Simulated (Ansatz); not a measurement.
# BaTiO3: reading a single point

```
CELL_PARAMETERS angstrom
3.98897 3.97868 0.00000
0.02055 3.98893 3.97866
3.98897 0.01025 3.97866
ATOMIC_POSITIONS crystal
Ba 0.00000 0.00000 0.00000
Ba 0.50000 0.50000 0.50000
Ti 0.24300 0.24300 0.24300
Ti 0.74300 0.74300 0.74300
O 0.49915 0.00925 0.00925
O 0.99915 0.50925 0.50925
O 0.00925 0.49915 0.00925
O 0.50925 0.99915 0.50925
O 0.00925 0.00925 0.49915
O 0.50925 0.50925 0.99915
```

Method: r2SCAN, no spin polarisation; PAW, plane waves to 500 eV, 6×6×6 Γ-centred mesh, fermi-dirac occupations (width 0.1018 eV) (Ansatz 0.2.0), atoms fixed.

(1) What do density and ELF say about some of the short contacts?

(2) Which element gives electrons and which takes them?

(3) Where is the largest force?

(4) Metal or insulator? Give the gap.

(5) What does the stress say?

Origin: a database entry at a rescaled volume.

Answers

(1) Ti–O at 1.86 Å: least valence density 0.90 e/Å³ and ELF 0.24 there. Ba–O at 2.77 Å: least valence density 0.19 e/Å³ and ELF 0.08 there, a closed-shell (ionic or weak) contact. Both are smooth PAW fields, read partly inside the augmentation spheres.

(2) Bader charges in e: Ba +1.57, Ti +2.29, O -1.29. In the mean Ti gives up most and O takes most.

(3) The largest is on O9 (and as large on other atoms): 0.24 eV/Å, components (0.07, -0.22, 0.07). It makes 160° with the line to a nearest neighbour, Ti3 at 1.86 Å, pointing away from it.

(4) The gap is 2.83 eV, direct at the points sampled. A semilocal functional usually gives too small a gap.

(5) The pressure is 5.5 GPa (compression positive), so with the atoms held at these fractions the cell would first expand.
